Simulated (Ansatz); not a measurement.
Crystal: NiO.

```
Ni O
1.0
     0.00000    2.08590    2.08590
     2.08590    0.00000    2.08590
     2.08590    2.08590    0.00000
Ni O
1 1
Direct
  0.00000 0.00000 0.00000
  0.50000 0.50000 0.50000
```

Base run:

| Item | Value |
| --- | --- |
| Program | Ansatz 0.2.0 |
| Functional | RPBE |
| Potentials or basis | all-electron LAPW, scalar-relativistic |
| Cutoff | 378 eV |
| Density cutoff | 1513 eV |
| Basis error allowed | 0.001 eV/atom |
| k mesh | 11 × 11 × 11 |
| Occupations | fermi-dirac, width 0.05 eV |
| Spin | collinear spin, ferromagnetic start |
| Starting moments | [1.0, 0.0] μB |

Its results: pressure 13.6 GPa; net moment 1.86 μB per cell; site moments Ni +1.54; O +0.30 μB.

Task: The run is repeated on the same cell with these changes: functional from RPBE to PBE. What comes out?

Result: Pressure 6.3 GPa; net moment 1.78 μB per cell; site moments Ni +1.48; O +0.29 μB.

PBE binds more tightly than RPBE, so the same cell stands under less pressure.

Caveats: a cell with one magnetic atom can't hold antiferromagnetic order, which such compounds often take.

Not every run made on this cell is shown here.
